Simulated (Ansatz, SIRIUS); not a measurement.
This is a calculation of CsPbBr3 for Ansatz 0.2.0. Measurements of this composition are mostly on another form, of space group No. 62.

Contents of input.yaml:

```yaml
crystal:
  lattice:
    - [5.87, 0.0, 0.0]
    - [0.0, 5.87, 0.0]
    - [0.0, 0.0, 5.87]
  atoms:
    - { symbol: Pb, position: [0.5, 0.5, 0.5] }
    - { symbol: Cs, position: [0.0, 0.0, 0.0] }
    - { symbol: Br, position: [0.5, 0.5, 0.0] }
    - { symbol: Br, position: [0.5, 0.0, 0.5] }
    - { symbol: Br, position: [0.0, 0.5, 0.5] }
kpoints:
  mp_grid: { grid: [5, 5, 5] }
scf:
  occupations: { method: fermi_dirac, width: 0.05 }
hamiltonian:
  xc: pbesol
  pseudopotentials: { kind: all_electron, lapw: { basis_error: 0.001 } }
output:
  forces: true
  stress: true
  eigenvalues: true
  populations: true
```

Potentials or basis: all-electron LAPW, scalar-relativistic.

Launch:

```console
$ ansatz run input.yaml --threads 4 --pin off --max-ram 12288MiB --backend cpu --events-out ev --progress --plain --runs-dir out
```

Task: Set up the same calculation for SIRIUS 7.10.0. Potentials or basis there: PseudoDojo 0.4.1 PBEsol standard (scalar relativistic), cutoff 765 eV.

Result: As run (cutoffs and basis follow the program's own potentials, and thresholds, step limits or extra output files can differ):

sirius.json

```json
{
  "control": {
    "processing_unit": "cpu",
    "verbosity": 2,
    "num_bands_to_print": 32,
    "print_forces": true,
    "print_stress": true
  },
  "parameters": {
    "electronic_structure_method": "pseudopotential",
    "xc_functionals": ["XC_GGA_X_PBE_SOL", "XC_GGA_C_PBE_SOL"],
    "gk_cutoff": 7.5,
    "pw_cutoff": 15.0,
    "ngridk": [5, 5, 5],
    "shiftk": [0, 0, 0],
    "smearing": "fermi_dirac",
    "smearing_width": 0.0018374661,
    "num_bands": 32,
    "num_mag_dims": 0,
    "num_dft_iter": 100,
    "energy_tol": 1e-08,
    "density_tol": 1e-06
  },
  "iterative_solver": {
    "type": "davidson",
    "min_tolerance": 1e-09,
    "tolerance_scale": [0.1, 0.25]
  },
  "mixer": {
    "type": "anderson",
    "beta": 0.7,
    "max_history": 8
  },
  "settings": {
    "tol_ne": 1e-10,
    "pseudo_grid_cutoff": 6.5
  },
  "unit_cell": {
    "lattice_vectors": [
      [1.0, 0.0, 0.0],
      [0.0, 1.0, 0.0],
      [0.0, 0.0, 1.0]
    ],
    "lattice_vectors_scale": 11.0926923516,
    "atom_coordinate_units": "lattice",
    "atom_types": ["Pb", "Cs", "Br"],
    "atom_files": {
      "Cs": "Cs.json",
      "Pb": "Pb.json",
      "Br": "Br.json"
    },
    "atoms": {
      "Pb": [
        [0.5, 0.5, 0.5]
      ],
      "Cs": [
        [0.0, 0.0, 0.0]
      ],
      "Br": [
        [0.5, 0.5, 0.0],
        [0.5, 0.0, 0.5],
        [0.0, 0.5, 0.5]
      ]
    }
  }
}
```

Potentials or basis: PseudoDojo 0.4.1 PBEsol standard (scalar relativistic).

Launch:

```sh
$ upf_to_json Cs.upf
$ upf_to_json Pb.upf
$ upf_to_json Br.upf
$ OMP_NUM_THREADS=1 sirius.scf --input=sirius.json --output=out.json --task=0
```

Both were run:

|  | Ansatz | SIRIUS |
| --- | --- | --- |
| Pressure | 0.0 GPa | 0.0 GPa |

Where Ansatz's input types no cutoff or centring, it takes its own default and a Γ-centred mesh.

Pressure is positive in compression.
